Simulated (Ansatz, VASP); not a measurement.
This is a calculation of ZnO for VASP 6.6.1.

Contents of INCAR:

```
  PREC = Accurate
  ENCUT = 520
  EDIFF = 1E-6
  ISMEAR = 0
  SIGMA = 0.02
  LREAL = F
  LASPH = T
  NELM = 60
  ALGO = Fast
  ISIF = 2
  LWAVE = F
  LCHARG = F
  GGA = RP
  NBANDS = 26
```

The input KPOINTS:

```
regular mesh
0
Gamma
  9 9 4
```

Contents of POSCAR:

```
ZnO
1.0
    3.2879671587      0.0000000000      0.0000000000
   -1.6439835793      2.8474630862      0.0000000000
    0.0000000000      0.0000000000      7.1304413500
Zn O
2 2
Cartesian
    0.0000000000      0.0000000000      1.7826103375
    0.0000000000      0.0000000000      5.3478310125
    1.6439835795      0.9491543620      5.3478310125
   -0.0000000001      1.8983087242      1.7826103375
```

Potentials or basis: VASP PAW PBE potentials, release 54 (Zn, O).

Launch:

```bash
$ cat potpaw_PBE.54/Zn/POTCAR potpaw_PBE.54/O/POTCAR > POTCAR
$ mpirun -np 1 vasp_std > vasp.out
```

Q: Set up the same calculation for Ansatz 0.2.0. Potentials there: Ansatz PAW.

A: As run (the cutoff follows the program's own potentials):

File input.yaml:

```yaml
crystal:
  lattice:
    - [3.2879671587, 0.0, 0.0]
    - [-1.6439835793, 2.8474630862, 0.0]
    - [0.0, 0.0, 7.13044135]
  atoms:
    - { symbol: Zn, position: [0.0, 0.0, 0.25] }
    - { symbol: Zn, position: [0.0, 0.0, 0.75] }
    - { symbol: O, position: [0.6666666667, 0.3333333333, 0.75] }
    - { symbol: O, position: [0.3333333333, 0.6666666667, 0.25] }
hamiltonian:
  xc: rpbe
  pseudopotentials: { kind: paw }
kpoints:
  mp_grid: { grid: [9, 9, 4] }
scf:
  occupations: { method: gaussian, width: 0.02 }
output:
  forces: true
  stress: true
  eigenvalues: true
```

Potentials or basis: Ansatz PAW.

Run with:

```console
$ ansatz run input.yaml --threads 2 --pin off --max-ram 5632MiB --backend cpu --events-out ev --progress --plain --runs-dir out
```

Both were run:

|  | VASP | Ansatz | Ansatz less VASP |
| --- | --- | --- | --- |
| gap on the k mesh at the Fermi level (eV) | 0.94 | 0.95 | +0.006 |
| least direct gap on the mesh (eV) | 0.94 | 0.95 | +0.006 |
| pressure (GPa) | 3.2 | 2.4 | -0.85 |
| largest component of the traceless stress (GPa) | 1.61 | 0.76 | -0.847 |

With one functional, cell and mesh, what is left measures potentials, basis and numerics.

Caveats: the PAW data sets were made with another functional, which shifts forces and pressure a little (VASP); an odd mesh through Γ misses points on the zone boundary, where band edges often lie (VASP); odd divisions of the mesh miss points on the zone boundary, where band edges often lie, so the gap on the mesh can be too wide (Ansatz); the pressure holds a Pulay correction of +0.4 GPa for the finite cutoff (Ansatz); the PAW data sets come from PBE, with cores solved anew for the run's functional, which leaves a small shift of forces and pressure (Ansatz).
